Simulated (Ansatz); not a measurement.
`C[S][SnH3]` + `F[C](F)F`• → `C[S][SnH2]`• + `FC(F)F`  (hydrogen abstraction from the Sn–H bond)

Calculated with Ansatz (gas phase, PBE0-D4/def2-TZVP geometries, no zero-point term in ΔE). CCSD(T)/CBS is the MP2 limit (def2-TZVPP, def2-QZVPP) plus CCSD(T) − MP2 in def2-TZVPP, frozen cores. This one scheme is used for every species. Functionals use def2-TZVPP. B3LYP here is the variant with VWN-RPA as its local correlation; programs differ in this. Open shells (•) are unrestricted, without spin–orbit coupling. def2 core potentials past Kr. For Sn outer-core shells are correlated without core-valence functions, which leaves a few kJ/mol of doubt a bond.

`C[S][SnH3]`:

```xyz
9

C    -0.316   -1.432    0.718
S    -1.109   -0.570   -0.671
Sn    0.256    1.395   -0.750
H    -0.862   -2.365    0.857
H    -0.379   -0.852    1.639
H     0.726   -1.670    0.499
H     0.155    2.200    0.755
H    -0.347    2.360   -2.015
H     1.877    0.934   -1.032
```

`F[C](F)F`•:

Z-matrix (Å, degrees):
```
C
F 1 1.313
F 1 1.313 2 111.4
F 1 1.313 2 111.4 3 125.1
```

`C[S][SnH2]`•:

Z-matrix (Å, degrees):
```
C
S 1 1.815
H 1 1.090 2 111.4
H 1 1.090 2 111.2 3 123.0
H 1 1.090 2 106.6 3 -118.7
Sn 2 2.402 1 100.8 3 -54.0
H 6 1.731 2 106.1 1 44.5
H 6 1.723 2 104.6 1 160.7
```

`FC(F)F`:

Z-matrix (Å, degrees):
```
C
F 1 1.331
F 1 1.331 2 108.5
F 1 1.331 2 108.5 3 -117.7
H 1 1.093 2 110.4 3 121.1
```

Question: Is it downhill or uphill in electronic energy at CCSD(T)/CBS, and by how much? (An estimate is asked.)

Answer: The calculation gave: Downhill: ΔE = -149.5 kJ/mol.

Question: What do these levels give: PBE0-D4, B3LYP-D4, r2SCAN0-D4, ωB97X-V, PBE-QIDH, r2SCAN, CAM-B3LYP, LC-ωPBE, RPA@PBE/def2-TZVPP, HF/def2-SVP, CCSD(T)/def2-SVP, CCSD/CBS(def2)? (An estimate is asked.)

Answer: Ansatz gave: PBE0-D4 -147.2, B3LYP-D4 -151.9, r2SCAN0-D4 -141.7, ωB97X-V -140.2, PBE-QIDH -146.7, r2SCAN -143.9, CAM-B3LYP -145.4, LC-ωPBE -134.2, RPA@PBE/def2-TZVPP -146.6, HF/def2-SVP -129.9, CCSD(T)/def2-SVP -147.4, CCSD/CBS(def2) -148.1 kJ/mol.

Largest T1 diagnostic among the species: 0.016.

Leaving LDA and LC-ωPBE aside and taking each functional with its dispersion term where it has one, the values, not all of them listed here, spread over 14.2 kJ/mol, from BLYP-D4 to ωB97X-V. LDA lies −9.2 kJ/mol from PBE without D4. From BLYP to BHLYP (50 % exact exchange), in def2-TZVPP and without D4, ΔE moves by +7.8 kJ/mol.
